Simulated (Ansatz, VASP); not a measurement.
# Cross-check of InSe between VASP and Ansatz

Aim: how closely do two programs agree when they are given the same cell, functional and k mesh? The cell is taken from a series of runs on this material, whose earlier steps may have relaxed, scaled, displaced or heated it; both programs get it as it stands.

Method: plane waves, with VASP 6.6.1 beside it; PBEsol, spin-orbit coupling, in Ansatz 0.2.0.

## Step 1: Set-up

The cell holds 8 atoms: 4 In and 4 Se. Its edges and angles: a = 3.954 Å, b = 3.954 Å, c = 50.300 Å, α = 90.0°, β = 90.0°, γ = 120.0°. Vacuum lies along c.

## Step 2: VASP: single point, PBEsol, spin-orbit coupling

A single point takes one fixed geometry, so differences don't come from the geometry; what else differs is listed under the comparison.

Lines of VASP's logs that name or quote its potential files are left out, and so is its time.

INCAR reads:

```
SYSTEM = InSe
PREC = Accurate
ENCUT = 400
EDIFF = 1E-06
NELM = 200
ISMEAR = -1
SIGMA = 0.02
LREAL = .FALSE.
ALGO = Normal
GGA = PS
LNONCOLLINEAR = .TRUE.
MAGMOM = 0 0 0 0 0 0 0 0 0 0 0 0 0 0 0 0 0 0 0 0 0 0 0 0
NBANDS = 94
GGA_COMPAT = .FALSE.
LASPH = .TRUE.
LSORBIT = .TRUE.
LORBIT = 11
LWAVE = .FALSE.
LCHARG = .FALSE.
ISIF = 2
LDIPOL = .TRUE.
IDIPOL = 3
DIPOL = 0.5 0.5 0.5
LVHAR = .TRUE.
EFERMI = MIDGAP
NELMDL = -8
KPAR = 2
```

POSCAR reads:

```
InSe
1.0
    3.9535541565      0.0000000000      0.0000000000
   -1.9767770782      3.4238783348      0.0000000000
    0.0000000000      0.0000000000     50.3000000000
In Se
4 4
Direct
    0.3333333333      0.6666666667      0.4460873894
    0.3333333333      0.6666666667      0.3913623869
    0.6666666666      0.3333333334      0.6086376131
    0.6666666666      0.3333333334      0.5539126106
    0.6666666666      0.3333333334      0.4718284051
    0.6666666666      0.3333333334      0.3655531428
    0.3333333333      0.6666666667      0.6344468572
    0.3333333333      0.6666666667      0.5281715949
```

KPOINTS reads:

```
Automatic mesh
0
Gamma
6 6 1
0 0 0
```

The projector-augmented-wave data sets are In_d and Se (PBE family, release 64).

Launch:

```
> mpirun -np 2 vasp_ncl
```

Numbers of over 12 decimals in the logs are rounded to 6 here.

The program printed:

```text
[banner, memory and clock lines left out]
running    2 mpi-ranks, on    1 nodes
 distrk:  each k-point on    1 cores,    2 groups
 distr:  one band on    1 cores,    1 groups

 POSCAR found type information on POSCAR InSe
 POSCAR found :  2 types and       8 ions
|                                                                             |
|               ----> ADVICE to this user running VASP <----                  |
|                                                                             |
|     You enforced a specific xc type in the INCAR file but a different       |
|     [... a line on the potential file left out ...]
|     I HOPE YOU KNOW WHAT YOU ARE DOING!                                     |
|                                                                             |

 LDA part: xc-table for (Slater+PW92), standard interpolation
|                                                                             |
|           W    W    AA    RRRRR   N    N  II  N    N   GGGG   !!!           |
|           W    W   A  A   R    R  NN   N  II  NN   N  G    G  !!!           |
|           W    W  A    A  R    R  N N  N  II  N N  N  G       !!!           |
|           W WW W  AAAAAA  RRRRR   N  N N  II  N  N N  G  GGG   !            |
|           WW  WW  A    A  R   R   N   NN  II  N   NN  G    G                |
|           W    W  A    A  R    R  N    N  II  N    N   GGGG   !!!           |
|                                                                             |
|     One of the lattice vectors is very long (>50 A), but AMIN is rather     |
|     large. This can spoil convergence since charge sloshing might occur     |
|     along the long lattice vector. If problems with convergence are         |
|     observed, try to decrease AMIN to a smaller value (e.g. 0.01).          |
|     Note: This warning only applies if the self-consistency cycle is        |
|     used.                                                                   |
|                                                                             |

 POSCAR, INCAR and KPOINTS ok, starting setup
 FFT: planning ... GRIDC
 FFT: planning ... GRID_SOFT
 FFT: planning ... GRID
 WAVECAR not read
 entering main loop
       N       E                     dE             d eps       ncg     rms          rms(c)
DAV:   1     0.631369272495E+03    0.63137E+03   -0.27348E+04  1636   0.110E+03
DAV:   2     0.482074849703E+02   -0.58316E+03   -0.57033E+03  1560   0.313E+02
DAV:   3    -0.286714798370E+02   -0.76879E+02   -0.76034E+02  1616   0.154E+02
DAV:   4    -0.321412164633E+02   -0.34697E+01   -0.34562E+01  1576   0.347E+01
DAV:   5    -0.322640081650E+02   -0.12279E+00   -0.12270E+00  1632   0.635E+00
DAV:   6    -0.322710460670E+02   -0.70379E-02   -0.70372E-02  2184   0.136E+00
DAV:   7    -0.322712042760E+02   -0.15821E-03   -0.15821E-03  2032   0.191E-01
DAV:   8    -0.322712118497E+02   -0.75737E-05   -0.75734E-05  2040   0.401E-02    0.959E+00
DAV:   9    -0.313957687285E+02    0.87544E+00   -0.14381E+00  1758   0.189E+01    0.599E+00
DAV:  10    -0.313340447748E+02    0.61724E-01   -0.10674E+00  1920   0.690E+00    0.176E+00
DAV:  11    -0.313269476311E+02    0.70971E-02   -0.10877E-01  1786   0.325E+00    0.109E+00
DAV:  12    -0.313235107209E+02    0.34369E-02   -0.22921E-02  1832   0.118E+00    0.665E-01
DAV:  13    -0.313234150388E+02    0.95682E-04   -0.59752E-03  1610   0.528E-01    0.198E-01
DAV:  14    -0.313234080789E+02    0.69599E-05   -0.59225E-04  1880   0.253E-01    0.967E-02
[...]
DAV:  22    -0.313235879323E+02   -0.21293E-04   -0.53150E-07  1040   0.535E-03    0.201E-03
DAV:  23    -0.313236091780E+02   -0.21246E-04   -0.61938E-07  1028   0.664E-03    0.138E-03
DAV:  24    -0.313236245756E+02   -0.15398E-04   -0.26783E-07  1000   0.278E-03    0.434E-04
DAV:  25    -0.313236309771E+02   -0.64016E-05   -0.90448E-08   944   0.357E-03    0.500E-04
DAV:  26    -0.313236369331E+02   -0.59560E-05   -0.72734E-08   930   0.118E-03    0.381E-04
DAV:  27    -0.313236397348E+02   -0.28017E-05   -0.66834E-08   952   0.112E-03    0.181E-04
DAV:  28    -0.313236411047E+02   -0.13698E-05   -0.17377E-08   888   0.583E-04    0.107E-04
DAV:  29    -0.313236419051E+02   -0.80044E-06   -0.98755E-09   864   0.486E-04
   1 F= -.31323642E+02 E0= -.31323642E+02  d E =-.221200E-13  mag=     0.0000     0.0000     0.0000
```

OUTCAR, selected parts (step 2):

```text
ion  position               nearest neighbor table
   1  0.333  0.667  0.446-   5 2.62   5 2.62   5 2.62   2 2.75
   2  0.333  0.667  0.391-   6 2.63   6 2.63   6 2.63   1 2.75
   3  0.667  0.333  0.609-   7 2.63   7 2.63   7 2.63   4 2.75
   4  0.667  0.333  0.554-   8 2.62   8 2.62   8 2.62   3 2.75
   5  0.667  0.333  0.472-   1 2.62   1 2.62   1 2.62
   6  0.667  0.333  0.366-   2 2.63   2 2.63   2 2.63
   7  0.333  0.667  0.634-   3 2.63   3 2.63   3 2.63
   8  0.333  0.667  0.528-   4 2.62   4 2.62   4 2.62

  LATTYP: Found a hexagonal cell.
 ALAT       =     3.9535541565
 C/A-ratio  =    12.7227294755

 Subroutine GETGRP returns: Found 12 space group operations
 (whereof 12 operations were pure point group operations)

The static configuration has the point symmetry D_3d.

 Found      7 irreducible k-points:

   k-points           NKPTS =      7   k-points in BZ     NKDIM =      7   number of bands    NBANDS=     94

   dimension x,y,z NGX =    28 NGY =   28 NGZ =  336
   dimension x,y,z NGXF=    56 NGYF=   56 NGZF=  672

   ENCUT  =  400.0 eV  29.40 Ry    5.42 a.u.   6.45  6.45 82.03*2*pi/ulx,y,z

   NELECT =      76.0000    total number of electrons

 k-points in reciprocal lattice and weights: Automatic mesh
   0.00000000  0.00000000  0.00000000       0.028
   0.16666667  0.00000000  0.00000000       0.167
   0.33333333  0.00000000  0.00000000       0.167
   0.50000000  0.00000000  0.00000000       0.083
   0.16666667  0.16666667  0.00000000       0.167
   0.33333333  0.16666667  0.00000000       0.333
   0.33333333  0.33333333  0.00000000       0.056

 dipolmoment           0.000000      0.000000      0.000000 electrons x Angstroem

 average (electrostatic) potential at core
       1-103.0605       2-103.0406       3-103.0406       4-103.0605       5 -60.0989
       6 -60.0294       7 -60.0294       8 -60.0989

 E-fermi :  -1.9028

 k-point     1 :       0.0000    0.0000    0.0000
  band No.  band energies     occupation
    ...
     72      -3.0363      1.00000
     73      -2.9566      1.00000
     74      -2.9566      1.00000
     75      -2.5310      1.00000
     76      -2.5310      1.00000
     77      -1.3016      0.00000
     78      -1.3016      0.00000
     79      -0.5292      0.00000
     80      -0.5292      0.00000
     81       0.1145      0.00000
    ...

 k-point     2 :       0.1667    0.0000    0.0000
  band No.  band energies     occupation
    ...
     72      -3.3887      1.00000
     73      -3.0247      1.00000
     74      -3.0247      1.00000
     75      -2.5040      1.00000
     76      -2.5040      1.00000
     77      -0.2124      0.00000
     78      -0.2124      0.00000
     79       0.0606      0.00000
     80       0.0606      0.00000
     81       0.6271      0.00000
    ...

 k-point     3 :       0.3333    0.0000    0.0000
  band No.  band energies     occupation
    ...
     72      -3.8788      1.00000
     73      -3.2854      1.00000
     74      -3.2854      1.00000
     75      -3.1524      1.00000
     76      -3.1524      1.00000
     77      -0.5861      0.00000
     78      -0.5861      0.00000
     79      -0.2774      0.00000
     80      -0.2774      0.00000
     81      -0.1453      0.00000
    ...

  Total        2.0763741      2.0763741      1.5708062      0.0000000      0.0000000      0.0000000
  in kB        4.8858731      4.8858731      3.6962316      0.0000000      0.0000000      0.0000000
  external PRESSURE =       4.4893260 kB  Pullay stress =       0.0000000 kB

  energy-cutoff  :      400.00
  volume of cell :      680.89
      direct lattice vectors                 reciprocal lattice vectors
     3.953554157  0.000000000  0.000000000     0.252936968  0.146033226  0.000000000
    -1.976777078  3.423878335  0.000000000     0.000000000  0.292066453  0.000000000
     0.000000000  0.000000000 50.300000000     0.000000000  0.000000000  0.019880716

 POSITION                                       TOTAL-FORCE (eV/Angst)
 -----------------------------------------------------------------------------------
     -0.00000      2.28259     22.43820         0.000000      0.000000     -0.051776
     -0.00000      2.28259     19.68553        -0.000000     -0.000000     -0.026370
      1.97678      1.14129     30.61447        -0.000000      0.000000      0.026370
      1.97678      1.14129     27.86180        -0.000000     -0.000000      0.051776
      1.97678      1.14129     23.73297         0.000000      0.000000      0.013900
      1.97678      1.14129     18.38732        -0.000000      0.000000     -0.083257
     -0.00000      2.28259     31.91268        -0.000000     -0.000000      0.083257
     -0.00000      2.28259     26.56703         0.000000     -0.000000     -0.013900
 -----------------------------------------------------------------------------------
    total drift:                                0.000001     -0.000001      0.000000

  FREE ENERGIE OF THE ION-ELECTRON SYSTEM (eV)
  ---------------------------------------------------
  free  energy   TOTEN  =       -31.3236419051 eV

  energy  without entropy=      -31.3236419051  energy(sigma->0) =      -31.32364191

 vacuum level on the upper side and lower side of the slab         3.151         3.151

 Spin-Orbit-Coupling matrix elements
 Ion:    1  E_soc:     -0.0720015
 Ion:    2  E_soc:     -0.0718146
 Ion:    3  E_soc:     -0.0718146
 Ion:    4  E_soc:     -0.0720015
 Ion:    5  E_soc:     -0.0410854
 Ion:    6  E_soc:     -0.0411043
 Ion:    7  E_soc:     -0.0411043
 Ion:    8  E_soc:     -0.0410854

 total charge
# of ion       s       p       d       tot
------------------------------------------
    1        0.859   0.700   9.888  11.447
    2        0.857   0.699   9.888  11.444
    3        0.857   0.699   9.888  11.444
    4        0.859   0.700   9.888  11.447
    5        1.476   2.333   0.026   3.835
    6        1.473   2.339   0.023   3.835
    7        1.473   2.339   0.023   3.835
    8        1.476   2.333   0.026   3.835
--------------------------------------------------
tot          9.329  12.140  39.651  61.120

 magnetization (x)
# of ion       s       p       d       tot
------------------------------------------
    1        0.000   0.000  -0.000  -0.000
    2        0.000   0.000  -0.000  -0.000
    3        0.000   0.000  -0.000  -0.000
    4        0.000   0.000  -0.000  -0.000
    5        0.000   0.000   0.000   0.000
    6        0.000   0.000  -0.000   0.000
    7       -0.000   0.000  -0.000   0.000
    8        0.000   0.000   0.000   0.000
--------------------------------------------------
tot         -0.000   0.000  -0.000   0.000

 magnetization (y)
# of ion       s       p       d       tot
------------------------------------------
    1        0.000   0.000  -0.000   0.000
    2        0.000  -0.000   0.000  -0.000
    3        0.000  -0.000   0.000  -0.000
    4        0.000   0.000   0.000   0.000
    5        0.000  -0.000  -0.000  -0.000
    6        0.000  -0.000   0.000  -0.000
    7        0.000   0.000   0.000   0.000
    8        0.000   0.000  -0.000   0.000
--------------------------------------------------
tot          0.000  -0.000  -0.000   0.000

 magnetization (z)
# of ion       s       p       d       tot
------------------------------------------
    1        0.000   0.000   0.000   0.000
    2        0.000   0.000   0.000   0.000
    3        0.000   0.000   0.000   0.000
    4        0.000   0.000   0.000   0.000
    5        0.000   0.000   0.000   0.000
    6        0.000   0.000   0.000   0.000
    7        0.000   0.000   0.000   0.000
    8        0.000   0.000   0.000   0.000
--------------------------------------------------
tot          0.000   0.000   0.000   0.000

[... 3 further parts left out ...]
```

(Continued in part 2 of 2.)

[Lines on the potential files, build, host, timing and source positions are cut from VASP's logs without a mark.]

[Logs are printed without paths, hosts, clocks, repeated set-up lines and the standing remarks that a program may print on its own settings, such as how far it seeks lower states.]

[Hosts, paths, dates, database ids (printed as entryN), source tags and the programs' standing remarks are cut or masked in the printed files.]
